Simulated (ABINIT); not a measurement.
# ZrB2: single point with revPBE

Crystal: ZrB2.

```
Zr B
1.0
     3.17000    0.00000    0.00000
    -1.58500    2.74530    0.00000
     0.00000    0.00000    3.53300
Zr B
1 2
Direct
  0.00000 0.00000 0.00000
  0.66667 0.33333 0.50000
  0.33333 0.66667 0.50000
```

```json
{
  "Program": "ABINIT 10.8.3 (patched build)",
  "Task": "single point",
  "Functional": "revPBE",
  "Potentials or basis": "JTH PAW PBE v2.0",
  "Cutoff": "544 eV",
  "k mesh": "10 × 10 × 8",
  "Occupations": "fermi-dirac, width 0.05 eV",
  "Spin": "no spin polarisation",
  "Fine-grid cutoff": "1088.46 eV"
}
```

```json
{
  "Pressure": "3.1 GPa",
  "Band gap on the k mesh": "none (metal or under the smearing width)",
  "Valence electrons inside the program's atomic spheres": "Zr 9.12; B 1.81"
}
```

Stress tensor (GPa, compression positive):
```
2.86 0.00 0.00
0.00 2.86 0.00
0.00 0.00 3.66
```

Levels at points of the mesh, in eV from the Fermi level:
| k point | band 7 | band 8 | band 9 | band 10 | band 11 | band 12 |
| --- | --- | --- | --- | --- | --- | --- |
| (0.00, 0.00, 0.00) | -2.54 | -2.50 | -2.27 | 3.48 | 3.48 | 4.27 |
| (0.50, 0.00, 0.00) | -3.82 | -2.97 | -2.60 | 2.32 | 2.39 | 5.00 |
| (0.00, 0.00, 0.50) | -0.87 | -0.87 | 0.41 | 0.41 | 0.86 | 0.86 |
| (0.50, 0.00, 0.50) | -4.53 | -4.05 | -1.94 | 3.83 | 4.14 | 5.37 |

Wall time 35 s on 1 thread of Intel(R) Xeon(R) Platinum 8259CL CPU @ 2.50GHz (Skylake/Cascade Lake) (shared host), peak memory 0.13 GiB.

Caveat: the PAW data sets were made with another functional, which shifts forces and pressure a little.
